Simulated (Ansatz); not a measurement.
# Ge3N4 — 73Ge NMR of the central transition

Cell: an entry of the Crystallography Open Database (COD).

```cif
data_Ge3N4
_symmetry_space_group_name_H-M 'Fd-3m:1'
_symmetry_Int_Tables_number 227
_cell_length_a 8.3091
_cell_length_b 8.3091
_cell_length_c 8.3091
_cell_angle_alpha 90.000
_cell_angle_beta 90.000
_cell_angle_gamma 90.000
loop_
_atom_site_label
_atom_site_type_symbol
_atom_site_symmetry_multiplicity
_atom_site_Wyckoff_symbol
_atom_site_fract_x
_atom_site_fract_y
_atom_site_fract_z
Ge1 Ge 16 d 0.1250 0.1250 0.6250
Ge5 Ge 8 a 0.5000 0.5000 0.0000
N N 32 e 0.8832 0.8832 0.3832
```

One atom of each set is listed; the run and its k-mesh use a cell of 14 atoms with edges of 5.88, 5.88, 5.88 Å.

Level of theory: DFT, PBE, plane waves and PAW (field gradients read without the response of the frozen cores, which leaves them typically 4 to 6 % off), scalar-relativistic, 420 eV cutoff, Γ-centred 6×6×6 k-points, Fermi–Dirac smearing 0.02 eV (Ansatz 0.2.0).

73Ge has I = 9/2 and Q = -196.0 mb (Pyykkö 2018); at 23.5 T its Larmor frequency is ν₀ = 35.0 MHz. Only the quadrupole interaction is simulated: positions count from each site's isotropic chemical shift, and J coupling is left out, as are shift anisotropy and dipolar coupling, which fast spinning averages.

Problem. What does the 73Ge spectrum (fast magic-angle spinning) show for each site?

Solution. 

| site | first shell | C_Q (MHz) | η | P_Q (MHz) | δ_QIS (ppm) | breadth (kHz) |
| --- | --- | --- | --- | --- | --- | --- |
| Ge1 | 6 N at 2.01 Å | 4.04 | 0.00 | 4.04 | -18.5 | 1.39 |
| Ge5 | 4 N at 1.92 Å | 0 | – | 0 | 0 | 0 |

δ_QIS = −(ν_Q²/30ν₀²)[I(I+1) − 3/4](1 + η²/3) × 10⁶ ppm with ν_Q = 3|C_Q|/[2I(2I−1)]; it falls as 1/B₀² in ppm, and the breadth as 1/B₀ in kHz.

An axis of threefold or higher order runs through Ge1, so V_zz lies along it and η is zero. Ge5 sits on a cubic site, where every gradient vanishes.
